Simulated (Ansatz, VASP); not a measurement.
Two plane-wave programs on Zn

INCAR

```
ALGO = Normal ; EDIFF = 1E-6
ENCUT = 520 ; GGA = CA
ISIF = 2 ; ISMEAR = 0
LASPH = T ; LCHARG = F
LREAL = F ; LWAVE = F
NBANDS = 19 ; NELM = 100
PREC = Accurate ; SIGMA = 0.03
```

Contents of KPOINTS:

```
k-points
0
Gamma
  14 14 7
```

File POSCAR:

```
Zn
1.0
    2.5709734941      0.0000000000      0.0000000000
   -1.2854867470      2.2265283583      0.0000000000
    0.0000000000      0.0000000000      4.7361908757
Zn
2
Direct
    0.3333333333      0.6666666667      0.2500000000
    0.6666666667      0.3333333333      0.7500000000
```

Input for Ansatz:

```yaml
crystal:
  lattice:
    - [2.5709734941, 0.0, 0.0]
    - [-1.285486747, 2.2265283583, 0.0]
    - [0.0, 0.0, 4.7361908757]
  atoms:
    - { symbol: Zn, position: [0.3333333333, 0.6666666667, 0.25] }
    - { symbol: Zn, position: [0.6666666667, 0.3333333333, 0.75] }
hamiltonian:
  xc: lda
  pseudopotentials:
    kind: paw
    azcp:
      Zn: "pseudopotentials/Zn.paw.azcp"
basis:
  ecutwfc: 420
  fft_grid_basis: typed
kpoints:
  mp_grid: { grid: [14, 14, 7], shift: [0, 0, 0] }
magnetization:
  spin_polarized: false
scf:
  occupations: { method: gaussian, width: 0.03 }
  lower_state_search: "off"
output:
  stress: true
  write_density: true
  write_potential: true
  elf: true
  volumetric_format: npy
```

Alike in both runs: task single point; functional LDA; k mesh 14 × 14 × 7; occupations gaussian, width 0.03 eV; no spin polarisation.

|  | VASP | Ansatz |
| --- | --- | --- |
| version | VASP 6.6.1 | Ansatz 0.2.0 |
| potentials or method | VASP PAW LDA potentials, release 64 (Zn) | plane waves (420 eV) with PAW, scalar-relativistic |
| plane-wave cutoff (eV) | 520 | 420 |
| valence electrons in the cell | 24 | 24 |

VASP gave:

```
pressure (GPa)                                  : 0.7
largest component of the traceless stress (GPa) : 1.91
```

Question: Which values does Ansatz return?

Answer: Pressure (GPa): 0.0; largest component of the traceless stress (GPa): 1.77.

Ansatz warned: «pseudo_functional_mismatch».
